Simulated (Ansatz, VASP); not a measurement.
**P in VASP and in Ansatz**

The input INCAR:

```
SYSTEM = P
  PREC = Accurate
  ENCUT = 600
  EDIFF = 1E-7
  ISMEAR = 0
  SIGMA = 0.1
  LREAL = .False.
  LASPH = .True.
  NELM = 60
  ALGO = Normal
  ISIF = 3
  LWAVE = .False.
  LCHARG = .False.
  GGA = PE
  IBRION = 2
  NSW = 90
  EDIFFG = -0.04
```

KPOINTS

```
Automatic mesh
0
Gamma
  6 6 8
  0 0 0
```

File POSCAR:

```
P
1.0
    3.0537156100      0.0000000000      0.0000000000
    0.0000000000      3.0537156100      0.0000000000
    0.0000000000      0.0000000000      2.1455464300
P
1
Direct
    0.0000000000      0.0000000000      0.0000000000
```

Input for Ansatz:

```yaml
crystal:
  lattice:
    - [3.05371561, 0.0, 0.0]
    - [0.0, 3.05371561, 0.0]
    - [0.0, 0.0, 2.14554643]
  atoms:
    - { symbol: P, position: [0.0, 0.0, 0.0] }
basis:
  ecutwfc: 420
kpoints:
  mp_grid: { grid: [6, 6, 8] }
hamiltonian:
  xc: pbe
scf:
  occupations: { method: gaussian, width: 0.1 }
  lower_state_search: "off"
output:
  forces: true
  stress: true
  eigenvalues: true
relax:
  adjacent_minimum: "off"
  f_tol: 0.04
  max_steps: 70
  cell: { stress_tol: 0.4 }
```

Alike in both runs: task relaxation of cell and atoms; functional PBE; k mesh 6 × 6 × 8; occupations gaussian, width 0.1 eV; no spin polarisation.

|  | VASP | Ansatz |
| --- | --- | --- |
| version | VASP 6.6.1 | Ansatz 0.2.0 |
| potentials or method | VASP PAW PBE potentials, release 64 (P) | scalar-relativistic, plane waves, PAW |
| plane-wave cutoff (eV) | 600 | 420 |
| valence electrons in the cell | 5 | 5 |

VASP gave:

| Property | Result |
| --- | --- |
| gap on the k mesh at the Fermi level, each at its own relaxed structure (eV) | none |
| relaxed volume (Å³/atom) | 14.59 |
| relaxed cell length with the largest relative difference (Å) | 2.433 |
| energy change over the relaxation (meV/atom) | -765 |

Problem. Estimate Ansatz's values.

Solution. gap on the k mesh at the Fermi level, each at its own relaxed structure (eV): none; relaxed volume (Å³/atom): 14.60; relaxed cell length with the largest relative difference (Å): 2.435; energy change over the relaxation (meV/atom): -766.

A gap of «none» marks a metal or a gap that the smearing closes.

Caveats: the k mesh is coarse (spacing up to 0.37 Å⁻¹), so the values aren't converged; the volume moved by over 15 % at a fixed basis, so the end points are rough (VASP).
